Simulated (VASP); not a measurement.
ZnS (Wurtzite-4H), 8 atoms in the cell. It takes space group P6_3mc (No. 186, hexagonal). The conventional cell has a = 3.823 Å, b = 3.823 Å, c = 12.520 Å, α = 90.00°, β = 90.00°, γ = 120.00°. Zn (site symmetry 3m) is surrounded by 4 S at 2.34 to 2.35 Å. Zn (site symmetry 3m) has 4 S at 2.34 to 2.35 Å as nearest neighbours. S (site symmetry 3m) has 4 Zn at 2.34 to 2.35 Å as nearest neighbours. S (site symmetry 3m) is surrounded by 4 Zn at 2.34 to 2.35 Å. 

| Property | Result |
| --- | --- |
| Program | VASP 6.6.1 |
| Task | relaxation of cell and atoms |
| Functional | PBEsol |
| Dispersion | D3(BJ) |
| Potentials or basis | VASP PAW PBE potentials, release 64 (Zn, S) |
| Cutoff | 600 eV |
| k mesh | 8 × 8 × 3 |
| Occupations | fermi-dirac, width 0.05 eV |
| Spin | no spin polarisation |
| Further INCAR settings | ALGO = Normal; EDIFF = 1e-07; IBRION = 2; EDIFFG = -0.01; NSW = 40; ISIF = 3 |

Potentials or basis: VASP PAW PBE potentials, release 64 (Zn, S).

The run is started by

```console
$ cat potpaw_PBE.64/Zn/POTCAR potpaw_PBE.64/S/POTCAR > POTCAR
$ mpirun -np 1 vasp_std > vasp.out
```

Hardware: 1 thread of Intel(R) Xeon(R) 6975P-C (Granite Rapids), on a shared host.

Estimate the wall time of this run.

Run time: 5.5 min on 1 thread of Intel(R) Xeon(R) 6975P-C (Granite Rapids) (shared host), peak memory 0.4 GiB. Counts: scf iterations 66, k points 20, ion steps 7.
